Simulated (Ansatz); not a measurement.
# 71Ga NMR of the central transition in Ga2O3 under strain

Cell: an entry of the Crystallography Open Database (COD), relaxed with PBE at fixed cell and then changed (z compressed by 3 %, ions relaxed).

```
Ga O
1.0
     6.10700   -1.51855    0.00000
     6.10700    1.51855    0.00000
    -1.38599    0.00000    5.46111
Ga O
4 6
Direct
  0.08814 0.08814 0.78919
  0.91186 0.91186 0.21081
  0.66078 0.66078 0.30926
  0.33922 0.33922 0.69074
  0.17081 0.17081 0.10492
  0.82919 0.82919 0.89508
  0.17198 0.17198 0.55816
  0.82802 0.82802 0.44184
  0.49887 0.49887 0.25472
  0.50113 0.50113 0.74528
```

Atom numbers follow the list; atoms alike are taken as one site, whose name carries the number of the first.

Computed with Ansatz: DFT, PBE, plane waves and PAW, scalar-relativistic, 420 eV cutoff, Γ-centred 10×10×6 k-points, Fermi–Dirac smearing 0.02 eV.

71Ga has I = 3/2 and Q = 107.0 mb (Pyykkö 2018); at 16.4 T its Larmor frequency is ν₀ = 213.5 MHz. Only the quadrupole interaction is simulated: positions count from each site's isotropic chemical shift, and shift anisotropy, dipolar and J coupling are left out.

The Ga sites: Ga1 (atoms 1, 2; 4 O at 1.82–1.84 Å); Ga3 (atoms 3, 4; 6 O at 1.93–2.05 Å).

Fitted components of the simulated spectrum:

```tsv
component	|C_Q| (MHz)	η
A	7.55	0.50
B	8.69	0.53
```

(1) Which site most likely gives which component?

Results:

(1) By the calculation, A is Ga3, B is Ga1. Like point charges on the first shell alone (each adding as 1/d³) would put Ga3 above Ga1: the covalent part of each bond and the atoms beyond the first shell count as well.

At this changed cell the PBE pressure is 15 GPa.

The relaxation (7 steps) took 42 s of wall time (2.7 min of CPU time) and 1.1 GiB at its peak, on 4 threads of AMD EPYC 9R14 (Zen 4) (x86_64; 16 cores open to the job, memory cap 8.0 GiB, no GPU), a shared host with a load of 0.3 a core.
